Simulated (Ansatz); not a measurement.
# Relaxing Hf₃S

Computed with Ansatz, DFT PBE, scalar-relativistic, plane waves, PAW. Cutoff 420 eV, Γ-centred k mesh, Gaussian smearing, no spin polarisation in the final step.

The start puts Hf₃S on the A15 structure type (Pm-3n, No. 223), with S in place of Si, Hf in place of Cr, at a guessed volume.

```yaml
crystal:
  lattice:
    - [5.48786, 0.00000, 0.00000]
    - [0.00000, 5.48786, 0.00000]
    - [0.00000, 0.00000, 5.48786]
  atoms:
    - { symbol: Hf, position: [0.00000, 0.50000, 0.25000] }
    - { symbol: Hf, position: [0.00000, 0.50000, 0.75000] }
    - { symbol: Hf, position: [0.25000, 0.00000, 0.50000] }
    - { symbol: Hf, position: [0.75000, 0.00000, 0.50000] }
    - { symbol: Hf, position: [0.50000, 0.75000, 0.00000] }
    - { symbol: Hf, position: [0.50000, 0.25000, 0.00000] }
    - { symbol: S, position: [0.00000, 0.00000, 0.00000] }
    - { symbol: S, position: [0.50000, 0.50000, 0.50000] }
```

Cell and atoms relax at zero pressure; the relaxation can't lower the symmetry of the start. After a coarse first stage the cell is made exact in the group found at 0.06 Å.

Formation energies are uncorrected and refer to the elements' standard structures at the same level.

**Question.** What does it relax into?

**Answer.** It keeps Pm-3n (No. 223). The result has the A15 structure. Conventional cell: a = 5.389 Å. Hf is coordinated by 2 Hf at 2.69 Å, 4 S at 3.01 Å and 8 Hf at 3.30 Å; S has 12 Hf at 3.01 Å.

Space group Pm-3n (No. 223). a = 5.389 Å, b = 5.389 Å, c = 5.389 Å, α = 90.00°, β = 90.00°, γ = 90.00°
```tsv
atom	site	symmetry	x	y	z
Hf	6c	-4m.2	0.0000	0.5000	0.2500
S	2a	m-3.	0.0000	0.0000	0.0000
```

**Question.** What are its volume, energy, density and gap?

**Answer.** The volume per atom is 19.56 Å³, the density is 12.04 g/cm³ and the energy over the elements is -0.09 eV/atom. The gap on the 8×8×8 mesh is 0 eV (a metal).

The final run used a 8×8×8 mesh on its 8-atom cell and 0.10 eV smearing. The k mesh leaves about 4 meV/atom of noise in metals. Spin–orbit coupling is left out. Symmetry constrained the relaxation, so the result can be a saddle point.

Cost: 3 runs of about 4.6 core-minutes in all, on Arm Neoverse V2 (shared hosts).